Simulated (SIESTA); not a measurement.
## TePb under changes of volume

One of the cells (36.048 Å³/atom); the others are scaled copies at fixed shape and fractional positions:

```
Pb Te
1.0
     7.97174    0.00000    0.00000
     0.00000    4.57058    0.00000
     0.00000    0.00000    7.91497
Pb Te
4 4
Direct
  0.99847 0.25000 0.25125
  0.49847 0.25000 0.24875
  0.50153 0.75000 0.75125
  0.00153 0.75000 0.74875
  0.75109 0.25000 0.91662
  0.25109 0.25000 0.58338
  0.74891 0.75000 0.41662
  0.24891 0.75000 0.08338
```

The cell comes from a database or a generator and needn't be the stable form of this composition.

```yaml
Program: SIESTA 5.4.2
Functional: LDA
Potentials_or_basis: PseudoDojo 0.4 standard (LDA files)
Basis: DZP (energy shift 0.003 Ry; two zetas on semicore shells)
Grid_cutoff: 500 Ry
Energy_shift: 0.003 Ry
k_mesh: 3 × 4 × 3
Occupations: fermi-dirac, width 0.05 eV
Spin: no spin polarisation
```

```tsv
volume (Å³/atom)	energy over the lowest point (meV/atom)	pressure (GPa)	largest force (eV/Å)
33.885	0.00	-0.6	0.007
34.606	4.75	-1.5	0.006
35.327	13.15	-2.3	0.007
36.048	24.83	-2.9	0.007
36.769	39.44	-3.6	0.007
37.490	?	?	?
38.211	76.10	-4.6	0.009
```

**Question.** What does the run at 37.490 Å³/atom give?

**Answer.** Energy over the lowest point 56.63 meV/atom; pressure -4.1 GPa; largest force 0.008 eV/Å.

Worked out: A Birch-Murnaghan fit of order 3 (a polynomial in V^(-2/3)) to the other rows has its minimum at 33.42 Å³/atom, just outside them, with B0 = V·E''(V) = 46 GPa and B' = 4.4 at fixed shape and positions, which overstates the stiffness. It gives 56.62 meV/atom at 37.490 Å³/atom, against the run's 56.63, and -dE/dV = -4.1 GPa, against -4.1.

Energies are extrapolated to zero smearing.

Caveats: the basis of atomic orbitals isn't converged, which shifts pressures, moduli and gaps.
